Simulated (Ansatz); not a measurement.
# SiO2 (P6_422) in Ansatz: band structure with PBEsol

Aim: the band structure of SiO2 with PBEsol.

Program: Ansatz 0.2.0. These are calculated values, not measurements. Logs are shortened: lines on timing, memory, paths and dates and some standing lists are left out, and cuts for length are marked.

### 1 The crystal as given

The structure is hexagonal, space group P6_422 (No. 181). The conventional cell has a = 5.061 Å, b = 5.061 Å, c = 5.541 Å, α = 90.00°, β = 90.00°, γ = 120.00°. Around Si (site symmetry 222) lie 4 O at 1.61 Å. O (site symmetry 2) is surrounded by 2 Si at 1.61 Å.

The cell comes from a database or a generator and needn't be the stable form of this composition.

### 2 Band structure, PBEsol

input.yaml reads:

```yaml
crystal:
  lattice:
    - [5.0605222284, 0.0, 0.0]
    - [-2.5302611142, 4.3825408062, 0.0]
    - [0.0, 0.0, 5.54135331]
  atoms:
    - { symbol: Si, position: [0.5, 0.0, 0.0] }
    - { symbol: Si, position: [0.5, 0.5, 0.6666666667] }
    - { symbol: Si, position: [0.0, 0.5, 0.3333333333] }
    - { symbol: O, position: [0.20860537, 0.79139463, 0.1666666667] }
    - { symbol: O, position: [0.20860537, 0.41721074, 0.5] }
    - { symbol: O, position: [0.41721074, 0.20860537, 0.8333333333] }
    - { symbol: O, position: [0.79139463, 0.20860537, 0.1666666667] }
    - { symbol: O, position: [0.79139463, 0.58278926, 0.5] }
    - { symbol: O, position: [0.58278926, 0.79139463, 0.8333333333] }
hamiltonian:
  xc: pbesol
  pseudopotentials: { kind: paw }
kpoints:
  mp_grid: { grid: [6, 6, 5] }
  band_path:
    path:
      - [[0.0, 0.0, 0.0], [0.5, 0.0, 0.0], [0.3333333333, 0.3333333333, 0.0], [0.0, 0.0, 0.0], [0.0, 0.0, 0.5], [0.5, 0.0, 0.5], [0.3333333333, 0.3333333333, 0.5], [0.0, 0.0, 0.5]]
      - [[0.5, 0.0, 0.5], [0.5, 0.0, 0.0]]
      - [[0.3333333333, 0.3333333333, 0.0], [0.3333333333, 0.3333333333, 0.5]]
    npoints: 10
scf:
  occupations: { method: fermi_dirac, width: 0.05 }
  n_extra_bands: 22
output:
  forces: true
  stress: true
  eigenvalues: true
  fatbands: true
```

Potentials or basis: Ansatz PAW.

On the command line:

```
$ ansatz run input.yaml --threads 4 --pin off --max-ram 11264MiB --backend cpu --events-out ev --progress --plain --runs-dir out
```

Output:

```text
Warning: RAYON_NUM_THREADS=4 ignored (pool sized by the plan → 4); use --threads N
scf.n_extra_bands = 22 over 24 filled bands (N_el = 48.0): the run solves 46 bands
Engine: ansatz 0.2.0, x86_64-unknown-linux-gnu
Pseudopotentials: kind: paw
Pseudopotential: Si, paw, valence charge 4, recommended cutoff 420 eV (normal), Si.paw.azcp
Pseudopotential: O, paw, valence charge 6, recommended cutoff 420 eV (normal), O.paw.azcp
Functional definition: PBEsol
  exchange = pbesol_x
  correlation = pbesol_c
Crystal: 9 atoms, lattice volume = 122.896 Å³
Basis set: ecut = 420 eV, 2449 PW (Γ), exchange–correlation on 72×72×80 points (8 copies of the dense FFT grid, shifted against one another)
Bands: 46, of which v1, the nominal top of the filled ones, is band 24 counted from 1 (23 counted from 0)
Symmetry: 12 space group operations
Space group: P6422 (ITA 181), of the structure as read, at distance tolerance 5.0e-5 Å
k-points: 21 of 180 (time reversal used)
Non-local potential: Si, projectors of the file, l = 0: 2, l = 1: 2, l = 2: 2
Non-local potential: O, projectors of the file, l = 0: 2, l = 1: 2, l = 2: 1
PAW form: soft (Blöchl's): semilocal exchange-correlation on the pseudo side does not see the compensation charge
PAW frozen core: Si, regenerated for the run's functional, and the local potential with it (the file was generated under x = pbe(κ = 0.804, μ = 0.2195149727645171), c = pbe(β = 0.06672455060314922))
PAW frozen core: O, regenerated for the run's functional, and the local potential with it (the file was generated under x = pbe(κ = 0.804, μ = 0.2195149727645171), c = pbe(β = 0.06672455060314922))
PAW one-centre angular grid: Si, 110 points (default); XC on 64 Gauss nodes
PAW one-centre angular grid: O, 110 points (default); XC on 64 Gauss nodes
Initial density: superposition of atomic densities (neutral atoms: chi_scale 0, normalization atom), corrected by the library's trained network
Initial wavefunctions: pseudopotential atomic-orbital guess
Functional: x = pbesol(κ = 0.804, μ = 0.12345679012345678), c = pbesol(β = 0.046)
SCF iter   1: F=—  HF=-5239.798861 eV  |F-HF|=—  |Δ(HF+E_count)|=         —  Δρ=1.20e-2  dr2=1.34e-1  ethr=1.77e-3  ⟨swp⟩=6.0  Hψ=4960  notcnv=0  defer=204
preconditioner: auto → Resta (q_TF=auto, 2.333 Å⁻¹)  ε∞=2.4  [insulator: Δε(μ)=5.489 eV  Ē_g=19.495 eV  σ=0.050 eV  W_gap=1.00  n_scr=22 (ndim 8)  ℏωp=23.2 eV  f_vac=0.192  D(μ)=0.00/eV (n_scr^D=0)  ε∞_Penn≈2.4]
SCF iter   2: F=—  HF=-5239.761840 eV  |F-HF|=—  |Δ(HF+E_count)|=   3.70e-2  Δρ=1.95e-3  dr2=1.61e-3  ethr=2.79e-4  ⟨swp⟩=2.8  Hψ=1719  notcnv=0  defer=315
SCF iter   3: F=—  HF=-5239.761735 eV  |F-HF|=—  |Δ(HF+E_count)|=   1.05e-4  Δρ=6.81e-4  dr2=2.96e-4  ethr=3.36e-6  ⟨swp⟩=2.0  Hψ=1029  notcnv=0  defer=315
SCF iter   4: F=—  HF=-5239.761900 eV  |F-HF|=—  |Δ(HF+E_count)|=   1.65e-4  Δρ=8.11e-5  dr2=7.23e-6  ethr=6.17e-7  ⟨swp⟩=3.0  Hψ=1147  notcnv=0  defer=315
SCF iter   5: F=—  HF=-5239.761895 eV  |F-HF|=—  |Δ(HF+E_count)|=   4.79e-6  Δρ=1.20e-5  dr2=2.39e-7  ethr=1.51e-8  ⟨swp⟩=2.6  Hψ=1162  notcnv=0  defer=315
SCF iter   6: F=-5239.761896 eV  HF=-5239.761896 eV  |F-HF|=1.67e-8  |Δ(HF+E_count)|=   7.44e-7  Δρ=3.03e-6  dr2=7.99e-9  ethr=2.08e-10  ⟨swp⟩=14.0  Hψ=6291  notcnv=0
SCF 1 converged in 6 iterations: F = -5239.761896 eV  dr2 = 7.99e-9
NSCF: frozen V_eff on 93 k-points
SCF converged after 6 iterations
Free energy (F): -5239.761896 eV
Harris-Foulkes:  -5239.761896 eV  (|F-HF|=1.67e-8)
Internal energy: -5239.761896 eV  (E = F + TS)
E sigma→0 (E₀):  -5239.761896 eV
Fermi energy:    4.670196 eV
--- Per-component energies (eV) ---
  E_band       = -246.980128
  E_kinetic    = 1205.701505
  E_local      = -3175.027273  (includes V_loc(G=0)·N_el)
  E_nonlocal   = 363.783424
  E_hartree    = 1147.636341
  E_xc         = -604.739245
  E_vxc        = -706.073700  (∫ρ·V_xc dr)
  E_paw        = -2418.671733  (= ΣΔE_a)
  E_vpaw       = -230.652565  (= ΣTr[D̂ρ^β])
  E_aug_tail   = 0.015665  (compensation charges beyond the density's cutoff)
  E_ewald      = -1758.766989
  E_core_change = 0.306409  (= ΣΔE_core)
  E_smearing   = -0.000000  (= −TS)
  E_closure    = -0.000000  (closes the sum)
  Σ components = -5239.761896   (vs F -5239.761896, Δ=0.00e0)
--- Forces (eV/Å), atoms counted from 1 ---
  atom   1  Si    -0.00000000    -0.00000000     0.00000000
  atom   2  Si     0.00000000    -0.00000000     0.00000000
  atom   3  Si    -0.00000000     0.00000000     0.00000000
  atom   4  O     -0.14015757     0.08092001     0.00000000
  atom   5  O     -0.00000000    -0.16184003    -0.00000000
  atom   6  O     -0.14015757    -0.08092001     0.00000000
  atom   7  O      0.14015757    -0.08092001    -0.00000000
  atom   8  O      0.00000000     0.16184003     0.00000000
  atom   9  O      0.14015757     0.08092001    -0.00000000
  max |Σ_I F_I| component: 8.33e-17 eV/Å
--- Stress (GPa, compression-positive) ---
        2.489233       0.000000       0.000000
        0.000000       2.489233      -0.000000
       -0.000000      -0.000000       2.369852
  P = ⅓ Tr σ = 2.4494 GPa (24.494 kbar)
--- Band table (eV; the first three rows and the last of 21) ---
  k-point 0: bands = ["-17.5883", "-16.1075", "-16.1075", "-15.4966", "-15.4462", "-15.4462", "-6.8060", "-6.8060", "-3.9720", "-3.7002", "-3.6046", "-3.6046", "-1.1397", "-1.1207", "-1.1207", "-0.8202", "0.0363", "0.0429", "0.0429", "0.7767", "0.7767", "1.3073", "1.3073", "1.5828", "7.4016", "10.6504", "10.6504", "10.8819", "10.8819", "11.8054", "12.7791", "13.8176", "14.8153", "14.8153", "15.2503", "15.2503", "15.4354", "15.5410", "15.5410", "16.6418", "16.6418", "16.9460", "16.9460", "17.3992", "18.5025", "18.5638"]
  k-point 1: bands = ["-17.5153", "-16.5534", "-15.7137", "-15.4915", "-15.4521", "-15.4446", "-7.5297", "-5.9216", "-4.0182", "-3.9124", "-3.8545", "-3.2278", "-1.1920", "-1.0641", "-0.9451", "-0.7074", "-0.1434", "-0.0321", "0.0223", "0.2648", "0.8995", "1.2053", "1.6281", "1.6503", "7.7647", "10.4141", "10.5248", "10.7559", "11.3837", "12.0586", "12.5689", "13.6808", "14.3437", "14.6259", "14.6646", "14.9689", "15.1846", "15.4227", "15.7071", "16.2568", "16.8720", "17.0260", "17.1420", "18.0968", "18.4777", "18.7137"]
  k-point 2: bands = ["-17.3026", "-16.9701", "-15.4786", "-15.4748", "-15.4637", "-15.4448", "-7.9438", "-5.0381", "-4.3130", "-4.0910", "-4.0767", "-2.9420", "-1.0841", "-0.9369", "-0.8004", "-0.4542", "-0.4216", "-0.2115", "-0.2033", "-0.0645", "0.6482", "1.4481", "1.7294", "1.7817", "8.6814", "9.7679", "10.1866", "11.1106", "11.8555", "12.0328", "12.7303", "13.5803", "13.7342", "13.9451", "14.0849", "14.4180", "15.0739", "15.2855", "15.5988", "16.7204", "16.8154", "16.8415", "16.8810", "18.9945", "19.0706", "19.3311"]
  k-point 20: bands = ["-17.0762", "-16.5289", "-16.3226", "-15.5061", "-15.4814", "-15.4699", "-6.4868", "-5.9456", "-5.1049", "-3.6930", "-3.3765", "-3.3752", "-1.5148", "-1.1570", "-1.1167", "-0.3625", "-0.2753", "-0.2324", "0.5231", "0.7313", "0.8019", "0.9998", "1.0473", "1.2732", "10.3028", "10.7897", "11.3396", "11.3866", "11.7612", "11.8665", "12.0207", "12.5426", "12.9218", "13.0068", "13.4285", "13.7762", "14.8250", "15.1740", "17.0036", "17.0236", "17.2236", "17.9959", "18.1083", "18.2247", "18.7677", "19.3545"]
```

Wall time 15 s (4 threads of AMD EPYC 7R43 (Zen 3), shared host); peak memory 0.62 GiB.

Results:

```
Free energy             : -5239.7619 eV
Pressure                : 2.4 GPa
Largest force           : 0.162 eV/Å
Band gap on the k mesh  : 5.62 eV, indirect (least direct gap 5.82 eV)
Band gap along the path : 5.62 eV, indirect (least direct gap 5.82 eV)
```

Forces on the atoms (eV/Å):
```
Si   0.000  0.000  0.000
Si   0.000  0.000  0.000
Si   0.000  0.000  0.000
O   -0.140  0.081  0.000
O    0.000 -0.162  0.000
O   -0.140 -0.081  0.000
O    0.140 -0.081  0.000
O    0.000  0.162  0.000
O    0.140  0.081  0.000
```

Levels at the corners of the path, in eV from the valence-band top:
```
point  band 22  band 23  band 24  band 25  band 26  band 27
    Γ    -0.47    -0.47    -0.20     5.62     8.87     8.87
    M    -1.02    -0.36    -0.01     7.67     8.50     9.55
    K    -0.50    -0.50    -0.07     8.42     8.42     8.99
    Γ    -0.47    -0.47    -0.20     5.62     8.87     8.87
    A    -0.30    -0.01    -0.01     7.45     7.45     8.37
    L    -0.74    -0.71    -0.35     8.54     9.02     9.21
    H    -0.89    -0.68    -0.68     8.51     9.38     9.38
    A    -0.30    -0.01    -0.01     7.45     7.45     8.37
    L    -0.74    -0.71    -0.35     8.54     9.02     9.21
    M    -1.02    -0.36    -0.01     7.67     8.50     9.55
    K    -0.50    -0.50    -0.07     8.42     8.42     8.99
    H    -0.89    -0.68    -0.68     8.51     9.38     9.38
```

Caveat: the pressure holds a Pulay correction of +0.6 GPa for the finite cutoff; the PAW data sets come from PBE, with cores solved anew for the run's functional, which leaves a small shift of forces and pressure. Expect the measured gap to be larger: semilocal functionals such as PBEsol lack the derivative discontinuity.
